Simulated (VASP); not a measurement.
## Pb: single point with PBEsol

Crystal: Pb.

```
Pb
1.0
    -1.99714    1.99714    1.99714
     1.99714   -1.99714    1.99714
     1.99714    1.99714   -1.99714
Pb
1
Direct
  0.00000 0.00000 0.00000
```

This isn't the form of Pb at room conditions, which is fcc.

```yaml
Program: VASP 6.6.1
Task: single point
Functional: PBEsol
Potentials_or_basis: VASP PAW PBE potentials, release 64 (Pb_d)
Cutoff: 520 eV
k_mesh: 8 × 8 × 8
Occupations: fermi-dirac, width 0.1 eV
Spin: no spin polarisation
Dipole_correction: no
Further_INCAR_settings: ALGO = Normal; EDIFF = 1e-07; NBANDS = 13
```

```yaml
Pressure: -2.5 GPa
Band_gap_on_the_k_mesh: none (metal or under the smearing width)
```

Levels at points of the mesh, in eV from the Fermi level:
```
           k point  band 3  band 4  band 5  band 6  band 7  band 8  band 9  band 10  band 11  band 12
(0.00, 0.00, 0.00)  -16.97  -16.76  -16.76  -11.41    7.24    7.24    7.24    11.06    11.06    11.06
(0.50, 0.00, 0.00)  -16.77  -16.77  -16.63   -7.83   -3.80    3.34    5.02     7.31     8.76    13.61
(0.50, 0.50, 0.50)  -16.66  -16.66  -16.66   -5.34   -0.30   -0.30   -0.30     4.55     4.55    16.32
```

Wall time 6 s on 1 thread of Intel(R) Xeon(R) Platinum 8559C (Emerald Rapids) (shared host), peak memory 0.15 GiB.

Caveat: the PAW data sets were made with another functional, which shifts forces and pressure a little. Spin-orbit coupling is left out, which matters for the levels of Pb.
